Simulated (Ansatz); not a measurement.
Input of an Ansatz 0.2.0 run:

File input.yaml:

```yaml
crystal:
  lattice:
    - [3.9855, 0.0, 0.0]
    - [0.0, 2.8369, 2.84515]
    - [0.0, -2.8369, 2.84515]
  atoms:
    - { symbol: Ba, position: [0.0, 0.0, 0.0] }
    - { symbol: Ti, position: [0.5, 0.5124, 0.5124] }
    - { symbol: O, position: [0.5, 0.99184, 0.50524] }
    - { symbol: O, position: [0.5, 0.50524, 0.99184] }
    - { symbol: O, position: [0.0, 0.4874, 0.4874] }
hamiltonian:
  xc: pbesol
  pseudopotentials: { kind: paw }
  hubbard: { sites: [{ species: Ti, l: d, u_eff: 5.0 }] }
kpoints:
  mp_grid: { grid: [7, 7, 7] }
  band_path:
    path:
      - [[0.0, 0.0, 0.0], [0.0, 0.4985522663, -0.4985522663], [0.0, 0.0, -0.5], [-0.5, 0.0, -0.5], [-0.5, 0.4985522663, -0.4985522663], [-0.5, 0.0, 0.0], [0.0, 0.0, 0.0], [0.0, -0.5, -0.5], [0.0, -0.4985522663, -0.5014477337], [-0.5, -0.4985522663, -0.5014477337], [-0.5, -0.5, -0.5], [0.0, -0.5, -0.5]]
      - [[-0.5, 0.0, 0.0], [-0.5, -0.5, -0.5]]
    npoints: 14
scf:
  occupations: { method: fermi_dirac, width: 0.05 }
  n_extra_bands: 12
output:
  forces: true
  stress: true
  eigenvalues: true
  fatbands: false
```

Potentials or basis: Ansatz PAW.

The run is started by

```sh
$ ansatz run input.yaml --threads 2 --pin off --max-ram 5632MiB --backend cpu --events-out ev --progress --plain --runs-dir out
```

(1) What does it give for the band gap on the k mesh?

(2) Predict the pressure.

## Answers

(1) 2.51 eV, indirect (least direct gap 2.66 eV).

(2) -2.2 GPa.

Caveat: the k mesh misses the band edges, so the gap on the mesh is wider than the one along the path; the pressure holds a Pulay correction of +0.6 GPa for the finite cutoff; spin-orbit coupling is left out, which moves the levels of the heavy elements; the PAW data sets come from PBE, with cores solved anew for the run's functional, which leaves a small shift of forces and pressure.
